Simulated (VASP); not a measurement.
# Ga (I4/mmm) in VASP: further runs, part 2 of 2

VASP 6.6.1. The steps go on from the part before.

**4. Single point, LDA**

INCAR

```
SYSTEM = Ga
  PREC = Accurate
  ENCUT = 520
  EDIFF = 1E-6
  ISMEAR = 1
  SIGMA = 0.1
  LREAL = .FALSE.
  LASPH = .TRUE.
  NELM = 80
  ALGO = Normal
  ISIF = 2
  LWAVE = .FALSE.
  LCHARG = .FALSE.
  NELECT = 13.02
  BMIX = 3.0
```

KPOINTS

```
regular mesh
0
G
  13 13 13
  0 0 0
```

POSCAR

```
Ga
3.029
   -0.457048108155      0.457048108155      0.763031969792
    0.457048108155     -0.457048108155      0.763031969792
    0.457048108155      0.457048108155     -0.763031969792
Ga
1
Direct
    0.0000000000      0.0000000000      0.0000000000
```

Potentials or basis: VASP PAW LDA potentials, release 64 (Ga_d).

The run is started by

```console
$ cat potpaw_LDA.64/Ga_d/POTCAR > POTCAR
$ mpirun -np 1 vasp_std > vasp.out
```

OUTCAR:

```text
SYSTEM = Ga
   PREC = Accurate
   ENCUT = 520
   EDIFF = 1E-6
   ISMEAR = 1
   LREAL = .FALSE.
   LASPH = .TRUE.
   NELM = 80
   ISIF = 2
   NELECT = 13.02

 ion  position               nearest neighbor table
   1  0.000  0.000  0.000-

  LATTYP: Found a body centered tetragonal cell.
 ALAT       =     2.7687974392
 C/A-ratio  =     1.6694784557

  Lattice vectors:

 A1 = (  -1.3843987196,   1.3843987196,   2.3112238365)
 A2 = (   1.3843987196,  -1.3843987196,   2.3112238365)
 A3 = (   1.3843987196,   1.3843987196,  -2.3112238365)

Analysis of symmetry for initial positions (statically):
=====================================================================
 Subroutine PRICEL returns:
 Original cell was already a primitive cell.

 Routine SETGRP: Setting up the symmetry group for a
 body centered tetragonal supercell.

 Subroutine GETGRP returns: Found 16 space group operations
 (whereof 16 operations were pure point group operations)
 out of a pool of 16 trial point group operations.

The static configuration has the point symmetry D_4h.

Analysis of symmetry for dynamics (positions and initial velocities):
[... 165 lines left out ...]
 k-point     1 :       0.0000    0.0000    0.0000
  band No.  band energies     occupation
      1      -9.2950      2.00000
      2      -9.1367      2.00000
      3      -9.1003      2.00000
      4      -9.1003      2.00000
      5      -8.9358      2.00000
      6      -5.6559      2.00000
      7      18.3699      0.00000
      8      18.7294      0.00000
      9      18.7294      0.00000
     10      22.2939      0.00000
[... 287 lines left out ...]
 k-point    24 :       0.4615    0.1538    0.0000
  band No.  band energies     occupation
      1      -9.2388      2.00000
      2      -9.1727      2.00000
      3      -9.1051      2.00000
      4      -8.9876      2.00000
      5      -8.8908      2.00000
      6       1.4412      2.00000
      7       2.3475      2.00000
      8      12.3077      0.00000
      9      14.1095      0.00000
     10      18.0532      0.00000

 [... further k-points ...]

------------------------ aborting loop because EDIFF is reached ----------------------------------------

  FORCE on cell =-STRESS in cart. coord.  units (eV):
  Direction    XX          YY          ZZ          XY          YZ          ZX
  --------------------------------------------------------------------------------------
  -------------------------------------------------------------------------------------
  Total       -0.0568961     -0.0568961     -0.0443251      0.0000000     -0.0000000      0.0000000
  in kB       -5.1447999     -5.1447999     -4.0080746      0.0000000     -0.0000000      0.0000000
  external PRESSURE =      -4.7658915 kB  Pullay stress =       0.0000000 kB

 VOLUME and BASIS-vectors are now :
 -----------------------------------------------------------------------------
  energy-cutoff  :      520.00
  volume of cell :       17.72
      direct lattice vectors                 reciprocal lattice vectors
    -1.384398720  1.384398720  2.311223836     0.000000000  0.361167627  0.216335602
     1.384398720 -1.384398720  2.311223836     0.361167627  0.000000000  0.216335602
     1.384398720  1.384398720 -2.311223836     0.361167627  0.361167627  0.000000000

 POSITION                                       TOTAL-FORCE (eV/Angst)
 -----------------------------------------------------------------------------------
      0.00000      0.00000      0.00000         0.000000     -0.000000      0.000000
 -----------------------------------------------------------------------------------
    total drift:                                0.000000      0.000000     -0.000000

  FREE ENERGIE OF THE ION-ELECTRON SYSTEM (eV)
  ---------------------------------------------------
  free  energy   TOTEN  =        -3.4441355336 eV

  energy  without entropy=       -3.4437569621  energy(sigma->0) =       -3.44400934
```

OSZICAR:

```text
N       E                     dE             d eps       ncg     rms          rms(c)
DAV:   1     0.353409619553E+02    0.35341E+02   -0.71319E+03  4064   0.230E+03
DAV:   2    -0.224588260312E+01   -0.37587E+02   -0.36710E+02  4022   0.242E+02
DAV:   3    -0.347245902333E+01   -0.12266E+01   -0.12242E+01  4524   0.421E+01
DAV:   4    -0.348285223293E+01   -0.10393E-01   -0.10391E-01  4520   0.397E+00
DAV:   5    -0.348298815279E+01   -0.13592E-03   -0.13591E-03  4544   0.404E-01    0.938E-01
DAV:   6    -0.346398742318E+01    0.19001E-01   -0.24269E-02  4550   0.350E+00    0.631E-01
DAV:   7    -0.344685312057E+01    0.17134E-01   -0.34285E-02  4608   0.381E+00    0.164E-01
DAV:   8    -0.344408011242E+01    0.27730E-02   -0.31137E-03  4796   0.114E+00    0.670E-02
DAV:   9    -0.344413661179E+01   -0.56499E-04   -0.58339E-05  4504   0.128E-01    0.146E-02
DAV:  10    -0.344413499366E+01    0.16181E-05   -0.95791E-06  4368   0.596E-02    0.985E-03
DAV:  11    -0.344413553361E+01   -0.53995E-06   -0.11848E-06  2738   0.220E-02
   1 F= -.34441355E+01 E0= -.34440093E+01  d E =-.378572E-03
```

stdout:

```text
POSCAR found type information on POSCAR Ga
 POSCAR found :  1 types and       1 ions
 scaLAPACK will be used
 LDA part: xc-table for (Slater(with rela. corr.)+CA(PZ))
 , standard interpolation
 POSCAR, INCAR and KPOINTS ok, starting setup
 FFT: planning ... GRIDC
 FFT: planning ... GRID_SOFT
 FFT: planning ... GRID
 WAVECAR not read
 entering main loop
 the old and the new charge density differ
 old charge density:    13.00000 new   13.02000
    0.938E-01
```

It took 29 s on 1 thread of Intel Xeon Platinum 8488C (Sapphire Rapids), shared host; peak memory 0.15 GiB.

The run converged, but some of its settings lie outside the range that counts as converged (typed here: BMIX = 3; NELECT = 13.02), so its numbers aren't taken as properties of the crystal.

What came out:

- Free energy: -3.4441 eV
- Band gap on the k mesh: none (metal or under the smearing width)

Caveat: the cell is charged against a uniform background, so pressure and absolute levels hang on convention.
